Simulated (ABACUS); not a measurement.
Set up this calculation in ABACUS 3.10.1, as an ASE script.

- Task: single point
- Functional: r2SCAN
- Potentials or basis: SG15 ONCV 1.2 PBE
- Cutoff: 1361 eV
- Density cutoff: 5442 eV
- Basis: DZP LCAO (the cutoffs set its grid)
- k mesh: 8 × 8 × 8
- Occupations: fermi-dirac, width 0.05 eV
- Spin: collinear spin, ferromagnetic start
- Starting moments: [1.0, 0.0] μB
- Orbital files: Ni Ni_confined-atom_7au_3s2p2d1f.orb, O O_confined-atom_6au_2s2p1d.orb
- Radial cutoff of the potentials (pseudo_rcut): 10 bohr
- SCF threshold on the density: 1e-07
- Max SCF steps: 100
- Eigensolver: genelpa
- Mixing: broyden
- Mixing share: 0.4
- Symmetry key: 1

The structure of NiO lies in NiO.cif:

```cif
data_NiO
_cell_length_a 2.94991039
_cell_length_b 2.94991039
_cell_length_c 2.94991039
_cell_angle_alpha 60.00000000
_cell_angle_beta 60.00000000
_cell_angle_gamma 60.00000000
_space_group_name_H-M_alt 'P1'
_space_group_name_Hall 'P 1'
_space_group_IT_number 1
loop_
_space_group_symop_operation_xyz
'x,y,z'
loop_
_atom_site_label
_atom_site_type_symbol
_atom_site_symmetry_multiplicity
_atom_site_Wyckoff_symbol
_atom_site_fract_x
_atom_site_fract_y
_atom_site_fract_z
_atom_site_occupancy
Ni1 Ni 1 a 0.0000000000 0.0000000000 0.0000000000 1
O1 O 1 a 0.5000000000 0.5000000000 0.5000000000 1
```

The input as run:

run_abacus.py

```python
"""ABACUS run from a structure file: ASE reads it, the script writes STRU, KPT and INPUT."""
import re
import subprocess
from ase.io import read
from ase.units import Bohr

atoms = read("NiO.cif")
atoms = atoms[(-atoms.numbers).argsort(kind="stable")]  # ABACUS lists atoms element by element
pseudo = {'Ni': 'Ni_ONCV_PBE-1.2.upf', 'O': 'O_ONCV_PBE-1.2.upf'}
orbital = {'Ni': 'Ni_confined-atom_7au_3s2p2d1f.orb', 'O': 'O_confined-atom_6au_2s2p1d.orb'}
magmoms = [1.0, 0.0]
kmesh = [8, 8, 8]
params = {
    'suffix': 'NiO',
    'calculation': 'scf',
    'basis_type': 'lcao',
    'pseudo_dir': './',
    'orbital_dir': './',
    'symmetry': 1,
    'dft_functional': 'MGGA_X_R2SCAN+MGGA_C_R2SCAN',
    'ecutwfc': 100,
    'pseudo_rcut': 10,
    'nspin': 2,
    'nbands': 23,
    'ks_solver': 'genelpa',
    'smearing_method': 'fd',
    'smearing_sigma': 0.00367493,
    'scf_thr': 1e-07,
    'scf_nmax': 100,
    'mixing_type': 'broyden',
    'mixing_beta': 0.4,
    'cal_force': 1,
    'cal_stress': 1,
    'mixing_tau': 1,
    'out_mul': 1,
    'out_chg': 1,
}

symbols = atoms.get_chemical_symbols()
elements = list(dict.fromkeys(symbols))
lines = ["ATOMIC_SPECIES"] + [f"{e} {atoms.get_masses()[symbols.index(e)]:.4f} {pseudo[e]}" for e in elements]
if orbital:
    lines += ["", "NUMERICAL_ORBITAL"] + [orbital[e] for e in elements]
lines += ["", "LATTICE_CONSTANT", f"{1 / Bohr:.10f}", "", "LATTICE_VECTORS"]
lines += [" ".join(f"{x:.10f}" for x in v) for v in atoms.cell]
lines += ["", "ATOMIC_POSITIONS", "Direct"]
for e in elements:
    lines += ["", e, "0.0", str(symbols.count(e))]
    for i, p in enumerate(atoms.get_scaled_positions(wrap=False)):
        if symbols[i] == e:
            mag = "" if magmoms is None else " mag " + " ".join(str(x) for x in (magmoms[i] if isinstance(magmoms[i], list) else [magmoms[i]]))
            lines.append(" ".join(f"{x:.10f}" for x in p) + " 1 1 1" + mag)
open("STRU", "w").write("\n".join(lines) + "\n")
open("KPT", "w").write("K_POINTS\n0\nGamma\n%d %d %d 0 0 0\n" % tuple(kmesh))
open("INPUT", "w").write("INPUT_PARAMETERS\n" + "".join(f"{k:<20s}{v}\n" for k, v in params.items()))

done = subprocess.run(['mpirun', '-np', '4', 'abacus'])
if done.returncode:
    raise SystemExit(done.returncode)
log = open("OUT.NiO/running_scf.log").read()
print("final energy (eV):", re.findall(r"FINAL_ETOT_IS (\S+)", log))
```

Potentials or basis: SG15 ONCV 1.2 PBE, DZP LCAO (the cutoffs set its grid).

The run is started by

```sh
$ OMP_NUM_THREADS=1 python run_abacus.py > log
```

It gave:

```json
{
  "Pressure": "3.8 GPa",
  "Band gap on the k mesh": "0.51 eV, indirect (least direct gap 1.51 eV)",
  "Net moment": "2.00 μB per cell",
  "Absolute moment": "2.02 μB per cell",
  "Site moments": "Ni +1.71; O +0.29 μB",
  "Mulliken charges": "Ni +0.65; O -0.65 e"
}
```

Caveat: the atomic orbitals were generated for these runs and aren't a published set; Mulliken charges move with the basis; the potentials were made for another functional, which shifts forces and pressure; the basis of atomic orbitals isn't converged, which shifts pressures, moduli and gaps; a cell with one magnetic atom can't hold antiferromagnetic order, which such compounds often take.

Run time: 39 s on 4 MPI ranks on Intel(R) Xeon(R) 6975P-C (Granite Rapids), with other jobs on the host, peak memory 0.44 GiB a rank.
